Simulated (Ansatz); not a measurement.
**Bands of Ag**

```yaml
crystal:
  lattice:
    - [2.75145, 0.00000, 0.00000]
    - [0.00000, 2.75145, 0.00000]
    - [0.00000, 0.00000, 2.75145]
  atoms:
    - { symbol: Ag, position: [0.00000, 0.00000, 0.00000] }
```

The structure comes from a relaxation in the same program, started in the sc type, and has space group Pm-3m. Whether it is a known phase or the ground state wasn't checked.

Method: DFT, PBE, all-electron LAPW, scalar-relativistic in Ansatz 0.2.0.

Sampling and basis: a Γ-centred 12×12×12 k mesh, Fermi–Dirac smearing of 0.05 eV, basis error target 0.25 meV/atom, no spin polarisation.

Points in fractions of the reciprocal vectors of this cell: Γ (0, 0, 0), X (0, 0.5, 0), M (0.5, 0.5, 0), R (0.5, 0.5, 0.5). The path joins them by straight lines in the order Γ–X–M–Γ–R–X–R–M; legs that retrace an earlier one aren't tabulated. Energies are in eV from the Fermi level.

(1) Metal or insulator at this level of theory?

(2) Tabulate bands 12 to 17, counted from the lowest band of the run, along the path.

Results:

(1) No gap opens: metallic or semimetallic.

(2) 
```csv
k (1/Å),point,band 12,band 13,band 14,band 15,band 16,band 17
0.00,Γ,-5.67,-2.77,-2.77,-2.77,13.88,13.88
0.29,,-5.41,-2.92,-2.92,-2.75,11.24,14.39
0.57,,-4.28,-3.26,-3.26,-2.72,7.45,15.78
0.86,,-3.58,-3.58,-2.69,-2.31,3.96,17.15
1.14,X,-3.71,-3.71,-2.68,-0.48,1.64,16.87
1.43,,-4.14,-3.68,-2.82,0.17,1.75,15.79
1.71,,-3.73,-3.62,-3.13,1.54,2.12,12.75
2.00,,-3.56,-3.42,-2.54,2.95,3.04,9.25
2.28,M,-3.54,-3.54,-2.01,3.85,3.85,7.32
2.69,,-3.46,-3.43,-2.90,0.63,5.24,8.58
3.09,,-4.32,-3.23,-3.16,-2.70,8.17,9.62
3.49,,-5.32,-3.06,-2.92,-2.88,11.57,11.73
3.90,Γ,-5.67,-2.77,-2.77,-2.77,13.88,13.88
4.39,,-5.28,-3.05,-3.05,-3.02,12.00,12.00
4.89,,-4.27,-3.74,-3.74,-1.32,9.92,9.92
5.38,,-4.76,-2.70,-2.70,3.76,8.82,8.82
5.88,R,-5.13,-1.96,-1.96,8.41,8.41,8.41
6.28,,-4.76,-2.68,-2.26,5.75,6.48,9.86
6.68,,-4.01,-3.97,-3.15,3.03,3.36,13.06
7.09,,-4.24,-3.93,-2.96,0.76,1.89,16.00
7.49,X,-3.71,-3.71,-2.68,-0.48,1.64,16.87
9.11,R,-5.13,-1.96,-1.96,8.41,8.41,8.41
9.39,,-4.94,-2.47,-1.97,7.49,7.49,8.10
9.68,,-4.43,-3.58,-1.99,5.83,5.83,7.67
9.96,,-3.83,-3.83,-2.01,4.42,4.42,7.41
10.25,M,-3.54,-3.54,-2.01,3.85,3.85,7.32
```
